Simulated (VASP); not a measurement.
# CdS (Imm2) in VASP: a series of runs

Runs on CdS. Level: r2SCAN. Tasks: single point.

Program: VASP 6.6.1. These are calculated values, not measurements. Logs are shortened: lines on timing, memory, paths and dates and some standing lists are left out, and cuts for length are marked.

### Step 1. The cell of the first run

Symmetry: Imm2, No. 44, orthorhombic system. The conventional cell has a = 4.115 Å, b = 4.115 Å, c = 5.820 Å, α = 90.00°, β = 90.00°, γ = 90.00°. Cd (site symmetry mm2) is surrounded by 4 S at 2.46 to 2.58 Å. S (site symmetry mm2) has 4 Cd at 2.46 to 2.58 Å as nearest neighbours.

### Step 2. Single point, r2SCAN (all Cd atoms moved -0.100 Å, as atom 1 along Cartesian [0 1 0])

Contents of POSCAR:

```
CdS
1.0
    0.0000000000      2.9100000000      2.9100000000
    2.9100000000      0.0000000000      2.9100000000
    2.9100000000      2.9100000000      0.0000000000
Cd S
1 1
Direct
   -0.0171821306      0.0171821306     -0.0171821306
    0.7500000000      0.7500000000      0.7500000000
```

Contents of INCAR.step1:

```
  PREC = Accurate
  ENCUT = 520
  ISMEAR = 0
  SIGMA = 0.05
  LREAL = False
  LASPH = True
  NELM = 100
  NBANDS = 16
  GGA = PE
  ALGO = Normal
  EDIFF = 1E-4
  LWAVE = True
  LCHARG = False
```

Contents of INCAR.step2:

```
  PREC = Accurate
  ENCUT = 520
  EDIFF = 1E-7
  ISMEAR = 0
  SIGMA = 0.05
  LREAL = False
  LASPH = True
  NELM = 100
  ALGO = Normal
  ISIF = 2
  LWAVE = False
  LCHARG = False
  METAGGA = R2SCAN
  LMIXTAU = True
  NBANDS = 16
  ISTART = 1
```

Contents of KPOINTS:

```
Automatic mesh
0
Gamma
  8 8 8
```

Potentials or basis: VASP PAW PBE potentials, release 64 (Cd, S).

Launch:

```bash
$ cat potpaw_PBE.64/Cd/POTCAR potpaw_PBE.64/S/POTCAR > POTCAR
$ cp INCAR.step1 INCAR
$ mpirun -np 1 vasp_std > vasp.out
$ cp INCAR.step2 INCAR
$ mpirun -np 1 vasp_std > vasp.out
```

OUTCAR:

```text
PREC = Accurate
   ENCUT = 520
   EDIFF = 1E-7
   ISMEAR = 0
   LREAL = False
   LASPH = True
   NELM = 100
   ISIF = 2
   METAGGA = R2SCAN
   ISTART = 1

 ion  position               nearest neighbor table
   1  0.983  0.017  0.983-   2 2.46   2 2.46   2 2.58   2 2.58
   2  0.750  0.750  0.750-   1 2.46   1 2.46   1 2.58   1 2.58

  LATTYP: Found a face centered cubic cell.
 ALAT       =     5.8200000000

  Lattice vectors:

 A1 = (   0.0000000000,   2.9100000000,   2.9100000000)
 A2 = (   2.9100000000,   0.0000000000,   2.9100000000)
 A3 = (   2.9100000000,   2.9100000000,   0.0000000000)

Analysis of symmetry for initial positions (statically):
=====================================================================
 Subroutine PRICEL returns:
 Original cell was already a primitive cell.

 Routine SETGRP: Setting up the symmetry group for a
 face centered cubic supercell.

 Subroutine GETGRP returns: Found  4 space group operations
 (whereof  4 operations were pure point group operations)
 out of a pool of 48 trial point group operations.

The static configuration has the point symmetry C_2v.

Analysis of symmetry for dynamics (positions and initial velocities):
=====================================================================
 Subroutine PRICEL returns:
 Original cell was already a primitive cell.

 Routine SETGRP: Setting up the symmetry group for a
 face centered cubic supercell.

 Subroutine GETGRP returns: Found  4 space group operations
 (whereof  4 operations were pure point group operations)
 out of a pool of 48 trial point group operations.

The dynamic configuration has the point symmetry C_2v.

 Subroutine INISYM returns: Found  4 space group operations
 (whereof  4 operations are pure point group operations),
 and found     1 'primitive' translations

----------------------------------------------------------------------------------------

                                     Primitive cell

  volume of cell :      49.2843

  direct lattice vectors                    reciprocal lattice vectors
     0.000000000  2.910000000  2.910000000    -0.171821306  0.171821306  0.171821306
     2.910000000  0.000000000  2.910000000     0.171821306 -0.171821306  0.171821306
     2.910000000  2.910000000  0.000000000     0.171821306  0.171821306 -0.171821306

  length of vectors
     4.115361467  4.115361467  4.115361467     0.297603232  0.297603232  0.297603232

  position of ions in fractional coordinates (direct lattice)
     0.982817869  0.017182131  0.982817869
     0.750000000  0.750000000  0.750000000

  ion indices of the primitive-cell ions
   primitive index   ion index
                 1           1
                 2           2

----------------------------------------------------------------------------------------

 KPOINTS: Automatic mesh

Automatic generation of k-mesh.
 Grid dimensions read from file:
 generate k-points for:    8    8    8

 Generating k-lattice:

  Cartesian coordinates                     Fractional coordinates (reciprocal lattice)
    -0.021477663  0.021477663  0.021477663     0.125000000  0.000000000  0.000000000
     0.021477663 -0.021477663  0.021477663     0.000000000  0.125000000  0.000000000
     0.021477663  0.021477663 -0.021477663     0.000000000  0.000000000  0.125000000

  Length of vectors
     0.037200404  0.037200404  0.037200404

  Shift w.r.t. Gamma in fractional coordinates (k-lattice)
     0.000000000  0.000000000  0.000000000

 Subroutine IBZKPT returns following result:
 ===========================================

 Found     95 irreducible k-points:

 Following reciprocal coordinates:
            Coordinates               Weight
  0.000000  0.000000  0.000000      1.000000
  0.125000  0.000000  0.000000      4.000000
  0.000000  0.125000  0.000000      4.000000
  0.250000  0.000000  0.000000      4.000000
  0.000000  0.250000  0.000000      4.000000
  0.375000  0.000000  0.000000      4.000000
[... 16 lines left out ...]
  0.500000  0.375000  0.500000      4.000000
 -0.375000  0.125000  0.000000      8.000000
 [... further k-points ...]
   k-points           NKPTS =     95   k-points in BZ     NKDIM =     95   number of bands    NBANDS=     16
   number of dos      NEDOS =    301   number of ions     NIONS =      2
   total plane-waves  NPLWV =  32768
   dimension x,y,z NGX =    32 NGY =   32 NGZ =   32
   dimension x,y,z NGXF=    64 NGYF=   64 NGZF=   64
   ions per type =               1   1
   NGX,Y,Z   is equivalent  to a cutoff of  12.93, 12.93, 12.93 a.u.
   NGXF,Y,Z  is equivalent  to a cutoff of  25.85, 25.85, 25.85 a.u.
 SYSTEM =  unknown system
   PREC   = accura    normal or accurate (medium, high low for compatibility)
   ISTART =      1    job   : 0-new  1-cont  2-samecut
   ICHARG =      0    charge: 1-file 2-atom 10-const
   ISPIN  =      1    spin polarized calculation?
   LNONCOLLINEAR =      F non collinear calculations
   LSORBIT =      F    spin-orbit coupling
   LASPH  =      T    aspherical Exc in radial PAW
   ENCUT  =  520.0 eV  38.22 Ry    6.18 a.u.   7.65  7.65  7.65*2*pi/ulx,y,z
   NELM   =    100;   NELMIN=  2; NELMDL=  0     # of ELM steps
   EDIFF  = 0.1E-06   stopping-criterion for ELM
   LREAL  =      F    real-space projection
   EDIFFG = 0.1E-05   stopping-criterion for IOM
   NSW    =      0    number of steps for IOM
   IBRION =     -1    ionic relax: 0-MD 1-quasi-New 2-CG
   NFREE  =      0    steps in history (QN), initial steepest desc. (CG)
   ISIF   =      2    stress and relaxation
   ISYM   =      2    0-nonsym 1-usesym 2-fastsym
   POTIM  = 0.5000    time-step for ionic-motion
   TEBEG  =    0.0;   TEEND  =   0.0 temperature during run
   PSTRESS=    0.0 pullay stress
   NELECT =      18.0000    total number of electrons
   NUPDOWN=      -1.0000    fix difference up-down
   EMIN   =  10.00;   EMAX   =-10.00  energy-range for DOS
   EFERMI =   0.00;   METHOD = LEGACY
   ISMEAR =     0;   SIGMA  =   0.05  broadening in eV -4-tet -1-fermi 0-gaus
   EFERMI_NEDOS =   21; number of points for ismear=-14 and -15
   IALGO  =     38    algorithm
   IMIX   =      4    mixing-type and parameters
     AMIX     =   0.40;   BMIX     =  1.00
     AMIX_MAG =   1.60;   BMIX_MAG =  1.00
  volume/ion in A,a.u.               =      24.64       166.29
  Fermi-wavevector in a.u.,A,eV,Ry     =   1.170207  2.211371 18.631605  1.369384
  Thomas-Fermi vector in A             =   2.306669
   LORBIT       =      0    0 simple, 1 ext, 2 COOP (PROOUT), +10 PAW based schemes
   METAGGA = R2SCAN    functional components
   LHFCALC =     F    Hartree Fock is set to
   AEXX    =    0.0000 exact exchange contribution
   IVDW    =     0    specifies the selected vdW correction
   LEPSILON=     F    determine dielectric tensor
   LRPA    =     F    only Hartree local field effects (RPA)
 non-spin polarized calculation
 Gauss-broadening in eV      SIGMA  =   0.05
  energy-cutoff  :      520.00
  volume of cell :       49.28
 maximum number of plane-waves:      1363
   NGX = 15   NGY = 15   NGZ = 15

 number of electron      18.0000003 magnetization

 Free energy of the ion-electron system (eV)
  ---------------------------------------------------
  ext. energy  EPLUGINS =         0.00000000
  ---------------------------------------------------
  free energy    TOTEN  =       -29.64694446 eV

  energy without entropy =      -29.64694446  energy(sigma->0) =      -29.64694446

 E-fermi :   1.3462     XC(G=0):  -9.7668

 val. band max:        1.1201095354   @ k =   0.0000   0.0000   0.0000
 cond. band min:       2.7280309704   @ k =   0.0000   0.0000   0.0000
 fundamental gap:      1.6079214350
 Fermi energy:         1.3462368063

 k-point     1 :       0.0000    0.0000    0.0000
  band No.  band energies     occupation
      1     -11.8254      2.00000
      2      -6.9707      2.00000
      3      -6.8917      2.00000
      4      -6.8228      2.00000
      5      -6.3730      2.00000
      6      -6.3701      2.00000
[... 8 lines left out ...]
     15      13.1062      0.00000
     16      13.1343      0.00000

 k-point     2 :       0.1250    0.0000    0.0000
  band No.  band energies     occupation
      1     -11.7637      2.00000
      2      -6.9465      2.00000
      3      -6.8679      2.00000
      4      -6.7713      2.00000
      5      -6.3734      2.00000
      6      -6.3690      2.00000
[... 8 lines left out ...]
     15      12.5088      0.00000
     16      13.6585      0.00000

 k-point     3 :       0.0000    0.1250    0.0000
  band No.  band energies     occupation
      1     -11.7597      2.00000
      2      -6.9308      2.00000
      3      -6.8422      2.00000
      4      -6.7995      2.00000
      5      -6.3746      2.00000
      6      -6.3728      2.00000
[... 8 lines left out ...]
     15      12.4748      0.00000
     16      13.6511      0.00000

 k-point     4 :       0.2500    0.0000    0.0000
  band No.  band energies     occupation
      1     -11.6139      2.00000
      2      -6.8923      2.00000
      3      -6.8244      2.00000
      4      -6.5771      2.00000
      5      -6.3679      2.00000
      6      -6.3576      2.00000
[... 8 lines left out ...]
     15      12.3151      0.00000
     16      12.8801      0.00000

 k-point     5 :       0.0000    0.2500    0.0000
  band No.  band energies     occupation
      1     -11.6002      2.00000
      2      -6.8385      2.00000
      3      -6.7509      2.00000
      4      -6.6555      2.00000
      5      -6.3718      2.00000
      6      -6.3687      2.00000
[... 8 lines left out ...]
     15      12.2783      0.00000
     16      12.9048      0.00000

 k-point     6 :       0.3750    0.0000    0.0000
  band No.  band energies     occupation
      1     -11.4641      2.00000
      2      -6.8463      2.00000
      3      -6.7962      2.00000
      4      -6.3504      2.00000
      5      -6.3383      2.00000
      6      -6.2135      2.00000
[... 8 lines left out ...]
     15      13.1233      0.00000
     16      13.3056      0.00000

 k-point     7 :       0.0000    0.3750    0.0000
  band No.  band energies     occupation
      1     -11.4405      2.00000
      2      -6.7681      2.00000
      3      -6.7171      2.00000
      4      -6.3629      2.00000
      5      -6.3443      2.00000
      6      -6.2722      2.00000
[... 8 lines left out ...]
     15      13.1118      0.00000
     16      13.2780      0.00000

 k-point     8 :       0.5000    0.0000    0.0000
  band No.  band energies     occupation
      1     -11.4025      2.00000
      2      -6.8303      2.00000
      3      -6.7884      2.00000
      4      -6.3389      2.00000
      5      -6.3220      2.00000
      6      -5.9616      2.00000
[... 8 lines left out ...]
     15      14.1427      0.00000
     16      14.3920      0.00000

 k-point     9 :       0.0000    0.5000    0.0000
  band No.  band energies     occupation
      1     -11.3748      2.00000
      2      -6.7453      2.00000
      3      -6.7081      2.00000
      4      -6.3461      2.00000
      5      -6.3279      2.00000
      6      -5.9929      2.00000
[... 8 lines left out ...]
     15      14.2364      0.00000
     16      14.4898      0.00000
[... 172 lines left out ...]
 k-point    19 :       0.3750    0.2500    0.3750
  band No.  band energies     occupation
      1     -11.4572      2.00000
      2      -6.7901      2.00000
      3      -6.6797      2.00000
      4      -6.4865      2.00000
      5      -6.3286      2.00000
      6      -6.2887      2.00000
[... 8 lines left out ...]
     15      13.7725      0.00000
     16      13.8018      0.00000

 k-point    20 :       0.5000    0.1250    0.0000
  band No.  band energies     occupation
      1     -11.3806      2.00000
      2      -6.8102      2.00000
      3      -6.7511      2.00000
      4      -6.3815      2.00000
      5      -6.3228      2.00000
      6      -5.9502      2.00000
[... 8 lines left out ...]
     15      14.0990      0.00000
     16      14.3609      0.00000

 k-point    21 :       0.0000    0.5000    0.1250
  band No.  band energies     occupation
      1     -11.3574      2.00000
      2      -6.7220      2.00000
      3      -6.6921      2.00000
      4      -6.3737      2.00000
      5      -6.3366      2.00000
      6      -5.9827      2.00000
[... 8 lines left out ...]
     15      14.2070      0.00000
     16      14.3213      0.00000

 k-point    22 :       0.1250    0.0000    0.5000
  band No.  band energies     occupation
      1     -11.3822      2.00000
      2      -6.7969      2.00000
      3      -6.7675      2.00000
      4      -6.3598      2.00000
      5      -6.3343      2.00000
      6      -5.9537      2.00000
[... 8 lines left out ...]
     15      14.1880      0.00000
     16      14.3136      0.00000

 k-point    23 :       0.5000    0.3750    0.5000
  band No.  band energies     occupation
      1     -11.3588      2.00000
      2      -6.7407      2.00000
      3      -6.6699      2.00000
      4      -6.3950      2.00000
      5      -6.3252      2.00000
      6      -5.9774      2.00000
[... 8 lines left out ...]
     15      13.9884      0.00000
     16      14.4992      0.00000

 k-point    24 :      -0.3750    0.1250    0.0000
  band No.  band energies     occupation
      1     -11.4003      2.00000
      2      -6.8106      2.00000
      3      -6.7555      2.00000
      4      -6.3655      2.00000
      5      -6.3440      2.00000
      6      -6.0359      2.00000
[... 8 lines left out ...]
     15      13.3946      0.00000
     16      14.5169      0.00000

 [... further k-points ...]
[... 5 lines left out ...]
  --------------------------------------------------------------------------------------
  -------------------------------------------------------------------------------------
  Total        0.8122383      0.7024684      0.8122383     -0.0000000      0.0000000      0.7659811
  in kB       26.4049340     22.8364402     26.4049340     -0.0000000      0.0000000     24.9011652
  external PRESSURE =      25.2154361 kB  Pullay stress =       0.0000000 kB

 VOLUME and BASIS-vectors are now :
 -----------------------------------------------------------------------------
  energy-cutoff  :      520.00
  volume of cell :       49.28
      direct lattice vectors                 reciprocal lattice vectors
     0.000000000  2.910000000  2.910000000    -0.171821306  0.171821306  0.171821306
     2.910000000  0.000000000  2.910000000     0.171821306 -0.171821306  0.171821306
     2.910000000  2.910000000  0.000000000     0.171821306  0.171821306 -0.171821306

 POSITION                                       TOTAL-FORCE (eV/Angst)
 -----------------------------------------------------------------------------------
      2.91000      5.72000      2.91000         0.000000      0.539195      0.000000
      4.36500      4.36500      4.36500         0.000000     -0.539195      0.000000
 -----------------------------------------------------------------------------------
    total drift:                                0.000003     -0.000696      0.000003

  FREE ENERGIE OF THE ION-ELECTRON SYSTEM (eV)
  ---------------------------------------------------
  free  energy   TOTEN  =       -29.6469444582 eV

  energy  without entropy=      -29.6469444582  energy(sigma->0) =      -29.64694446
```

It took 2.8 min on 1 thread of AMD EPYC 9R45 (Zen 5), shared host; peak memory 0.2 GiB.

What came out:

| Quantity | Value |
| --- | --- |
| Free energy | -29.6469 eV |
| Pressure | 2.5 GPa |
| Largest force | 0.539 eV/Å |
| Band gap on the k mesh | 1.61 eV, direct |

Forces in eV/Å, atoms in the order of the input:
```
Cd   0.000  0.539  0.000
S    0.000 -0.539  0.000
```

Levels at points of the mesh, in eV from the valence-band top:
```csv
k point,band 5,band 6,band 7,band 8,band 9,band 10,band 11,band 12,band 13,band 14
"(0.00, 0.00, 0.00)",-7.49,-7.49,-0.05,0.00,0.00,1.61,7.06,7.06,7.11,11.96
"(0.50, 0.00, 0.00)",-7.44,-7.08,-4.40,-0.85,-0.64,3.40,7.21,7.62,7.86,11.62
"(0.00, 0.50, 0.00)",-7.45,-7.11,-4.64,-0.94,-0.73,3.56,7.32,7.74,7.96,11.55
"(0.50, 0.50, 0.00)",-7.40,-7.03,-4.03,-1.96,-1.94,3.81,4.74,9.82,11.58,11.61
"(0.50, 0.00, 0.50)",-7.40,-7.03,-4.00,-1.97,-1.95,3.79,4.78,9.82,11.44,11.73
```

Caveat: the PAW data sets were made with another functional, which shifts forces and pressure a little.

### Step 3. Single point, r2SCAN (all Cd atoms moved +0.050 Å, as atom 1 along Cartesian [0 1 0])

POSCAR: that of step 2 with these lines changed.

```diff
@@ -8,3 +8,3 @@
 Direct
-   -0.0171821306      0.0171821306     -0.0171821306
+    0.0085910653     -0.0085910653      0.0085910653
     0.7500000000      0.7500000000      0.7500000000
```

Contents of INCAR.step1:

```
SYSTEM = CdS
  PREC = Accurate
  ENCUT = 520
  ISMEAR = 0
  SIGMA = 0.05
  LREAL = .FALSE.
  LASPH = .TRUE.
  NELM = 100
  NBANDS = 16
  GGA = PE
  ALGO = Normal
  EDIFF = 1E-4
  LWAVE = .TRUE.
  LCHARG = .FALSE.
```

Contents of INCAR.step2:

```
SYSTEM = CdS
  PREC = Accurate
  ENCUT = 520
  EDIFF = 1E-7
  ISMEAR = 0
  SIGMA = 0.05
  LREAL = .FALSE.
  LASPH = .TRUE.
  NELM = 100
  ALGO = Normal
  ISIF = 2
  LWAVE = .FALSE.
  LCHARG = .TRUE.
  METAGGA = R2SCAN
  LMIXTAU = .TRUE.
  LELF = .TRUE.
  LVHAR = .TRUE.
  NBANDS = 16
  ISTART = 1
```

Contents of KPOINTS:

```
Automatic mesh
0
G
  8 8 8
  0 0 0
```

Potentials or basis: VASP PAW PBE potentials, release 64 (Cd, S).

Launch:

```bash
$ cat potpaw_PBE.64/Cd/POTCAR potpaw_PBE.64/S/POTCAR > POTCAR
$ cp INCAR.step1 INCAR
$ mpirun -np 1 vasp_std > vasp.out
$ cp INCAR.step2 INCAR
$ mpirun -np 1 vasp_std > vasp.out
```

It took 3 min on 1 thread of AMD EPYC 9R45 (Zen 5), shared host; peak memory 0.2 GiB.

Results (log left out):

| Quantity | Value |
| --- | --- |
| Free energy | -29.6672 eV |
| Pressure | 2.3 GPa |
| Largest force | 0.271 eV/Å |
| Band gap on the k mesh | 1.60 eV, direct |

Forces in eV/Å, atoms in the order of the input:
```
Cd   0.000 -0.271  0.000
S    0.000  0.271  0.000
```

Stress tensor (GPa, compression positive):
```
 2.36  0.00 -1.24
 0.00  2.27  0.00
-1.24  0.00  2.36
```

Levels at points of the mesh, in eV from the valence-band top:
| k point | band 5 | band 6 | band 7 | band 8 | band 9 | band 10 | band 11 | band 12 | band 13 | band 14 |
| --- | --- | --- | --- | --- | --- | --- | --- | --- | --- | --- |
| (0.00, 0.00, 0.00) | -7.48 | -7.48 | -0.02 | -0.01 | 0.00 | 1.60 | 7.06 | 7.06 | 7.08 | 11.99 |
| (0.50, 0.00, 0.00) | -7.44 | -7.10 | -4.58 | -0.86 | -0.76 | 3.52 | 7.40 | 7.60 | 7.94 | 11.58 |
| (0.00, 0.50, 0.00) | -7.44 | -7.08 | -4.46 | -0.82 | -0.71 | 3.44 | 7.34 | 7.55 | 7.89 | 11.62 |
| (0.50, 0.50, 0.00) | -7.39 | -7.02 | -4.02 | -1.96 | -1.95 | 3.82 | 4.75 | 9.82 | 11.58 | 11.59 |
| (0.50, 0.00, 0.50) | -7.39 | -7.02 | -4.02 | -1.96 | -1.95 | 3.81 | 4.76 | 9.82 | 11.51 | 11.66 |

Caveat: the PAW data sets were made with another functional, which shifts forces and pressure a little.

(Continued in part 2 of 2.)
